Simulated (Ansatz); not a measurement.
**CsBr under changes of volume**

One of the cells (40.468 Å³/atom); the others are scaled copies at fixed shape and fractional positions:

```
Cs Br
1.0
     4.32562    0.00000    0.00000
     0.00000    4.32562    0.00000
     0.00000    0.00000    4.32562
Cs Br
1 1
Direct
  0.00000 0.00000 0.00000
  0.50000 0.50000 0.50000
```

The cell comes from a database or a generator and needn't be the stable form of this composition.

```yaml
Program: Ansatz 0.2.0
Functional: PBE0
Potentials_or_basis: Ansatz PAW
Cutoff: "420 eV (not typed: the program's choice for these potentials)"
k_mesh: 4 × 4 × 4
Occupations: fermi-dirac, width 0.05 eV
Spin: no spin polarisation
```

```csv
volume (Å³/atom),energy over the lowest point (meV/atom),pressure (GPa),gap on the mesh (eV)
38.040,11.93,1.3,6.55
38.850,6.33,0.9,6.46
39.659,2.63,0.6,6.38
40.468,0.59,0.3,6.29
41.278,0.00,0.0,6.21
42.087,?,?,?
42.896,2.58,-0.5,6.06
```

Question: What does the run at 42.087 Å³/atom give?

Answer: Energy over the lowest point 0.71 meV/atom; pressure -0.3 GPa; gap on the mesh 6.13 eV.

Worked out: A Birch-Murnaghan fit of order 3 (a polynomial in V^(-2/3)) to the other rows has its minimum at 41.22 Å³/atom with B0 = V·E''(V) = 13.2 GPa and B' = 5.4. It gives 0.72 meV/atom at 42.087 Å³/atom, against the run's 0.71, and -dE/dV = -0.3 GPa, against -0.3. A straight line through the other rows of the gap, of slope -4.09 eV per unit of ln V, gives 6.13 eV, against the run's 6.13.

Energies are extrapolated to zero smearing.

Caveats: spin-orbit coupling is left out, which moves the levels of the heavy elements; the PAW data sets come from PBE, with cores solved anew for the run's functional, which leaves a small shift of forces and pressure; the thresholds are loose for stress.
